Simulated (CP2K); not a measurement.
Runs of CP2K 2026.2 on HfO2. The structure is orthorhombic, space group Pca2_1 (No. 29). The conventional cell has a = 5.219 Å, b = 5.005 Å, c = 5.033 Å, α = 90.00°, β = 90.00°, γ = 90.00°. Hf (site symmetry 1) is surrounded by 7 O at 2.02 to 2.23 Å. Around O (site symmetry 1) lie 3 Hf at 2.02 to 2.13 Å. O (site symmetry 1) is surrounded by 4 Hf at 2.11 to 2.23 Å. Measurements of this composition are mostly on another form, of space group No. 14.

```tsv
level	potentials or basis	spin	soc after scf	CUTOFF of the grids	k points reduced by the point group	gap on the mesh (eV)	pressure (GPa)	largest force (eV/Å)
r2SCAN	GTH_SOC_POTENTIALS Hf GTH-PBE-q12, O GTH-PBE-q6; DZVP-MOLOPT-SR-GTH basis	SOC, no magnetisation	yes	900 Ry	-	-	-1.3	-
r2SCAN	GTH_POTENTIALS Hf GTH-PBE-q12, O GTH-PBE-q6; DZVP-MOLOPT-SR-GTH basis	off	-	900 Ry	yes	(a)	-1.3	-
PBE	GTH_SOC_POTENTIALS Hf GTH-PBE-q12, O GTH-PBE-q6; DZVP-MOLOPT-SR-GTH basis	SOC, no magnetisation	yes	600 Ry	-	-	2.1	0.16
PBE	GTH_POTENTIALS Hf GTH-PBE-q12, O GTH-PBE-q6; DZVP-MOLOPT-SR-GTH basis	off	-	600 Ry	yes	4.44	2.1	0.16
```

Alike in all rows: task band structure; cell as given; k mesh 4 × 4 × 4; smearing fermi-dirac 0.05 eV.

**Question.** Estimate the missing entries.

**Answer.** (a) 4.99.

Caveats: the basis of atomic orbitals isn't converged, which shifts pressures, moduli and gaps; the forces don't sum to zero, a sign of grid noise (some runs); the potentials were made for another functional, which shifts forces and pressure (some runs); spin-orbit coupling is left out, which moves the levels of the heavy elements (some runs).

A k mesh can miss the band edges, and rows without SOC leave out spin-orbit coupling on Hf.
